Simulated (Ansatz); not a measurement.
Input and output of a one-shot G0W0 calculation on wurtzite MgO (Ansatz, G0W0@r2SCAN with 258 empty bands, a screening cutoff of 180 eV and a 6×6×4 mesh, norm-conserving potentials). Cell and atoms come from a relaxation with r2SCAN.

```yaml
crystal:
  lattice:
    - [3.2882172281, 0.0, 0.0]
    - [-1.644108614, 2.8476796527, 0.0]
    - [0.0, 0.0, 5.0343662748]
  atoms:
    - { symbol: Mg, position: [0.3333333333, 0.6666666667, -0.0098385227] }
    - { symbol: Mg, position: [0.6666666667, 0.3333333333, 0.4901614773] }
    - { symbol: O, position: [0.3333333333, 0.6666666667, 0.3848385227] }
    - { symbol: O, position: [0.6666666667, 0.3333333333, 0.8848385227] }
kpoints:
  mp_grid: { grid: [6, 6, 4] }
hamiltonian:
  xc: r2scan
  pseudopotentials: { kind: nc }
scf:
  occupations: { method: fixed }
gw:
  n_empty_bands: 258
  ecut_chi: 180
  qp_bands: [v2, c2]
  qp_kpoints: band_edges
  screening: { model: contour_deformation }
```

Some lines of the output have been replaced by numbered gaps.
```
Functional definition: r2SCAN
Crystal: 4 atoms, lattice volume = 47.141 Å³
Basis set: ecut = 1290 eV, 5009 PW (Γ)
Bands: 20, of which v1, the nominal top of the filled ones, is band 16 counted from 1 (15 counted from 0)
Symmetry: 12 space group operations
Space group: P63mc (ITA 186)
[1]
SCF converged after 8 iterations
Free energy (F): -4234.299144 eV
Fermi energy:    4.535239 eV
--- Per-component energies (eV) ---
  E_band       = -712.284822
  E_kinetic    = 2506.751222
  E_local      = -3965.059169
  E_nonlocal   = -1066.533402
  E_hartree    = 1360.540107
  E_xc         = -796.202268
  E_vxc        = -984.265289
  E_vtau       = 75.740255
  E_ewald      = -2273.795633
--- G₀W₀: contour deformation, 6 samples at zero and on the imaginary axis and 3 off it, 144 q-points, 258 empty bands' worth ---
    ik  band        ε_KS         Σx   Σc(E_QP)       V_xc       Z   E_QP_lin       E_QP  E_QP is
     0    15      4.1614  [2]
     0    16      4.5352   -26.0351     3.8827   -20.8983  0.7822     3.2623     3.2812  root
     0    17      8.7572    -7.1893    -3.1829   -11.0682  0.8561     9.4561     9.4531  root
     0    18     13.9945    -6.0367    -3.8612   -10.7029  0.8464    14.8055    14.7995  root
     1    15      4.1140   -25.8005     3.9553   -20.5312  0.7809     2.7783     2.8001  root
     1    16      4.1140   -25.8005     3.9553   -20.5312  0.7809     2.7783     2.8001  root
     1    17      9.6132  [3]
     1    18     12.9473    -7.5756    -3.7101   -12.2138  0.8366    13.8836    13.8755  root
     2    15      4.0022   -25.7806     3.9958   -20.4483  0.7800     2.6426     2.6656  root
     2    16      4.0022   -25.7806     3.9958   -20.4483  0.7800     2.6426     2.6656  root
     2    17     11.2647    -8.5276    -3.3749   -12.8197  0.8389    12.1886    12.1819  root
     2    18     11.2647    -8.5276    -3.3749   -12.8197  0.8389    12.1886    12.1819  root
     3    15      4.1623   -25.8993     3.9592   -20.6304  0.7809     2.8311     2.8526  root
     3    16      4.4419  [4]
     3    17      9.8877    -8.5240    -3.1472   -12.4908  0.8457    10.7118    10.7073  root
     3    18     14.6188    -6.8843    -3.9314   -11.7330  0.8309    15.5451    15.5360  root
     4    15      4.0882   -25.8381     3.9748   -20.5398  0.7806     2.7425     2.7647  root
     4    16      4.2213   -25.7629     3.9378   -20.5153  0.7811     2.8899     2.9115  root
     4    17     10.4683    -8.6758    -3.2137   -12.7587  0.8422    11.3429    11.3375  root
     4    18     13.3837  [5]
     5    15      3.9156   -25.7031     4.0095   -20.3397  0.7797     2.5380     2.5619  root
     5    16      3.9156   -25.7031     4.0095   -20.3397  0.7797     2.5380     2.5619  root
     5    17     11.8025    -8.4489    -3.4527   -12.8475  0.8360    12.7559    12.7483  root
     5    18     11.8025    -8.4489    -3.4527   -12.8475  0.8360    12.7559    12.7483  root
     6    15      4.1068  [6]
     6    16      4.1205   -25.6427     3.9630   -20.3462  0.7804     2.7641     2.7871  root
     6    17     11.8471    -8.4133    -3.4661   -12.8273  0.8358    12.8026    12.7949  root
     6    18     14.1758    -5.3090    -3.8184    -9.8998  0.8370    14.9543    14.9483  root
     7    15      3.9981   -25.8074     4.0018   -20.4598  0.7802     2.6290     2.6524  root
     7    16      4.1293   -25.7134     3.9728   -20.4085  0.7804     2.7744     2.7972  root
     7    17     11.9676    -7.6797    -3.5060   -12.0840  0.8391    12.8728    12.8659  root
     7    18     13.4661    -6.0421    -3.7262   -10.5870  0.8385    14.2914    14.2849  root
     9    15      3.7530   -25.0930     3.9784   -19.7193  0.7794     2.3312     2.3578  root
     9    16      4.0682   -25.9140     4.0000   -20.5767  0.7804     2.7081     2.7310  root
     9    17     13.1351  [7]
     9    18     13.3937    -5.2102    -3.7284    -9.6813  0.8466    14.1413    14.1364  root
  […]
```

The points are ik 0 = (0, 0, 0) (Γ), ik 1 = (0, 0, 1/4), ik 2 = (0, 0, -1/2), ik 3 = (0, 1/6, 0), ik 4 = (0, 1/6, 1/4), ik 5 = (0, 1/6, -1/2), ik 6 = (0, 1/3, 0), ik 7 = (0, 1/3, 1/4), ik 9 = (0, -1/2, 0), ik 10 = (0, -1/2, 1/4), ik 11 = (0, -1/2, -1/2), ik 12 = (1/6, 1/6, 0); band 16 is the last filled one.

Task: Give the withheld lines. They hold quasiparticle rows, the count of irreducible k points.

Result:
```
[1]
k-points: 21 of 144 (time reversal used)
[2]
     0    15      4.1614   -25.8072     3.9360   -20.5675  0.7812     2.8366     2.8578  root
[3]
     1    17      9.6132    -8.3280    -3.1188   -12.2326  0.8477    10.4030    10.3990  root
[4]
     3    16      4.4419   -25.9809     3.9115   -20.7954  0.7816     3.1481     3.1680  root
[5]
     4    18     13.3837    -7.7338    -3.7534   -12.4517  0.8306    14.3576    14.3481  root
[6]
     6    15      4.1068   -25.9248     3.9880   -20.6092  0.7806     2.7569     2.7793  root
[7]
     9    17     13.1351    -6.5877    -3.6627   -11.1140  0.8349    14.0060    13.9988  root
```
Only the leading digits can be foreseen; the rest is this run's record.

The quasiparticle gap on this mesh is 6.17 eV (direct at Γ), against 4.22 eV from r2SCAN: +1.95 eV. Renormalisation factors Z lie between 0.78 and 0.86. No extrapolation in bands, cutoff or mesh was made for G0W0.

Task: It ran on 1 × NVIDIA H100 80GB HBM3 with 2 threads of AMD EPYC 7R13 Processor (Zen 3), on a shared host, load about 2.8 per core. About how long did it take, and what peak of host memory did it reach?

Result: About 25 s, with a peak of 2.2 GiB.

Simulation only: spin-unpolarised, and no claim that this is the phase found in nature.
